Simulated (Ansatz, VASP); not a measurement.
**GaN: VASP beside Ansatz**

```
Ga N
1.0
     3.12693    0.00000    0.00000
    -1.56347    2.70800    0.00000
     0.00000    0.00000    5.09867
Ga N
2 2
Direct
  0.33333 0.66667 0.99935
  0.66667 0.33333 0.49935
  0.33333 0.66667 0.37565
  0.66667 0.33333 0.87565
```

Alike in both runs: functional RPBE; dispersion D4; k mesh 8 × 8 × 6; occupations gaussian, width 0.05 eV; no spin polarisation.

Ansatz relaxed the structure, and its values are those at the end. VASP's run is a single point on that final structure, the one shown.

|  | VASP | Ansatz |
| --- | --- | --- |
| version | VASP 6.6.1 | Ansatz 0.2.0 |
| potentials or method | VASP PAW PBE potentials, release 64 (Ga_d, N) | scalar-relativistic, plane waves, PAW |
| plane-wave cutoff (eV) | 520 | 420 |
| valence electrons in the cell | 36 | 36 |

```tsv
	VASP	Ansatz	Ansatz less VASP
gap on the k mesh at the Fermi level (eV)	2.34	2.31	-0.029
least direct gap on the mesh (eV)	2.34	2.31	-0.029
pressure (GPa)	7.8	8.3	+0.50
rms of the force components (eV/Å)	0.007	0.006	-0.0012
dispersion energy (meV/atom)	-858.9	-859.0	-0.11
```

Caveats: the PAW data sets were made with another functional, which shifts forces and pressure a little (VASP). As with any semilocal functional, this RPBE gap is likely too small.
